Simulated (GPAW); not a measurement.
Here is a GPAW 26.7.0 calculation.

File run.py:

```python
import numpy as np
from ase import Atoms
from ase.dft.bandgap import bandgap
from ase.io import write
from gpaw import GPAW, PW
from gpaw.response.df import DielectricFunction

atoms = Atoms(['Ba', 'Ti', 'O', 'O', 'O'],
              cell=[[3.9181485176, 0.0, 0.0],
                    [0.0, 3.9181485176, 0.0],
                    [0.0, 0.0, 3.9359769848]],
              scaled_positions=[[0.0, 0.0, 0.0],
                                [0.5, 0.5, 0.49],
                                [0.0, 0.5, 0.517],
                                [0.5, 0.0, 0.517],
                                [0.5, 0.5, 0.019]],
              pbc=True)

calc = GPAW(mode=PW(650),
            xc='PBE',
            kpts={'size': (6, 6, 6), 'gamma': True},
            occupations={'name': 'fermi-dirac', 'width': 0.001},
            nbands=36,
            convergence={'density': 1e-06},
            maxiter=150,
            txt='gpaw.txt')
atoms.calc = calc
energy = atoms.get_potential_energy()
calc.write('gs.gpw')
write('result.traj', atoms)
print(f'Energy: {energy:.6f} eV')
print('Fermi level:', round(calc.get_fermi_level(), 4), 'eV')
print(f'Gap: {bandgap(calc)[0]:.4f} eV, direct: {bandgap(calc, direct=True)[0]:.4f} eV')

for size in [(7, 7, 7)]:
    name = 'x'.join(str(n) for n in size)
    dense = calc.fixed_density(kpts={'size': size, 'gamma': True},
                               nbands=66, convergence={'bands': 60, 'eigenstates': 1e-7},
                               update_fermi_level=True, txt=f'dense-{name}.txt')
    dense.write(f'{name}.gpw', mode='all')
    df = DielectricFunction(f'{name}.gpw', frequencies=np.array([0.0]), hilbert=False, eta=0.001,
                            ecut=80, nbands=60, intraband=False, txt=f'df-{name}.txt')
    for xc in ['RPA']:
        for direction in ['x', 'y', 'z', [0, 1, 1], [1, 0, 1], [1, 1, 0]]:
            e0, e = df.get_macroscopic_dielectric_constant(xc=xc, direction=direction)
            print(f'{name} {xc} {direction}: {e0:.4f} without, {e:.4f} with local fields')
```

Potentials or basis: GPAW PAW data sets (gpaw-data 1.2.1), pw.

The run is started by

```sh
$ OMP_NUM_THREADS=1 python run.py
```

Task: Estimate the electronic dielectric tensor (diagonal).

Result: 5.85, 5.85, 5.53.

Task: What does it give for the band gap on the k mesh?

Result: 1.94 eV, indirect (least direct gap 2.17 eV).

Electronic dielectric tensor:
```
5.85 0.00 0.00
0.00 5.85 0.00
0.00 0.00 5.53
```

Caveat: the long-wavelength limit can be off by several per cent where d states take part; spin-orbit coupling is left out, which moves the levels of the heavy elements; an odd mesh through Γ misses points on the zone boundary, where band edges often lie.
